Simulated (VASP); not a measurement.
A run of VASP 6.6.1 is set up as follows.

The input INCAR:

```
SYSTEM = I
  PREC = Accurate
  ENCUT = 520
  EDIFF = 1E-6
  ISMEAR = -1
  SIGMA = 0.05
  LREAL = .FALSE.
  LASPH = .TRUE.
  NELM = 80
  ALGO = Normal
  ISIF = 2
  LWAVE = .FALSE.
  LCHARG = .TRUE.
  GGA = PE
  LELF = .TRUE.
  LVHAR = .TRUE.
  NBANDS = 10
```

File KPOINTS:

```
Automatic mesh
0
G
  11 11 11
  0 0 0
```

Contents of POSCAR:

```
I
1.0
   -1.6281679413      1.6281679413      4.2930525847
    1.6281679413     -1.6281679413      4.2930525847
    1.6281679413      1.6281679413     -4.2930525847
I
1
Direct
    0.0000000000      0.0000000000      0.0000000000
```

Potentials or basis: VASP PAW PBE potentials, release 64 (I).

Run with:

```bash
$ cat potpaw_PBE.64/I/POTCAR > POTCAR
$ mpirun -np 1 vasp_std > vasp.out
```

(1) Estimate the pressure.

(2) Predict the band gap on the k mesh.

Answers

(1) -0.3 GPa.

(2) none (metal or under the smearing width).

Caveat: an odd number of electrons without spin polarisation forces a metal; a magnetic or distorted state may lie lower.
